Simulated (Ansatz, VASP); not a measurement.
**One calculation of GaN, two programs**

The input INCAR:

```
SYSTEM = GaN
PREC = Accurate
ENCUT = 520
EDIFF = 1E-6
ISMEAR = 0
SIGMA = 0.05
LREAL = .FALSE.
LASPH = .TRUE.
NELM = 60
ALGO = Normal
ISIF = 2
LWAVE = .FALSE.
LCHARG = .TRUE.
GGA = PS
LELF = .TRUE.
LVHAR = .TRUE.
NBANDS = 16
```

The input KPOINTS:

```
regular mesh
0
G
  14 14 14
  0 0 0
```

Contents of POSCAR:

```
GaN
1.0
    0.0000000000      2.1288506474      2.1288506474
    2.0434412474      0.0854094000      2.0434412474
    2.1288506474      2.1288506474      0.0000000000
Ga N
1 1
Direct
    0.0000000000      0.0000000000      0.0000000000
    0.5000000000      0.5000000000      0.5000000000
```

Input for Ansatz:

```yaml
crystal:
  lattice:
    - [0.0, 2.1288506474, 2.1288506474]
    - [2.0434412474, 0.0854094, 2.0434412474]
    - [2.1288506474, 2.1288506474, 0.0]
  atoms:
    - { symbol: Ga, position: [0.0, 0.0, 0.0] }
    - { symbol: "N", position: [0.5, 0.5, 0.5] }
basis:
  ecutwfc: 420
kpoints:
  mp_grid: { grid: [14, 14, 14] }
hamiltonian:
  xc: pbesol
scf:
  occupations: { method: gaussian, width: 0.05 }
output:
  forces: true
  stress: true
  eigenvalues: true
```

Alike in both runs: task single point; functional PBEsol; k mesh 14 × 14 × 14; occupations gaussian, width 0.05 eV; no spin polarisation.

```csv
,VASP,Ansatz
version,VASP 6.6.1,Ansatz 0.2.0
potentials or method,"VASP PAW PBE potentials, release 64 (Ga_d, N)","scalar-relativistic, plane waves, PAW"
plane-wave cutoff (eV),520,420
valence electrons in the cell,18,18
```

Ansatz gave:

```
gap on the k mesh at the Fermi level (eV)       : 0.53
least direct gap on the mesh (eV)               : 2.64
pressure (GPa)                                  : 9.0
largest component of the traceless stress (GPa) : 8.73
```

Question: Estimate VASP's values.

Answer: gap on the k mesh at the Fermi level (eV): 0.52; least direct gap on the mesh (eV): 2.65; pressure (GPa): 9.5; largest component of the traceless stress (GPa): 8.73.

Caveats: the PAW data sets were made with another functional, which shifts forces and pressure a little (VASP). A k mesh can miss the band edges.
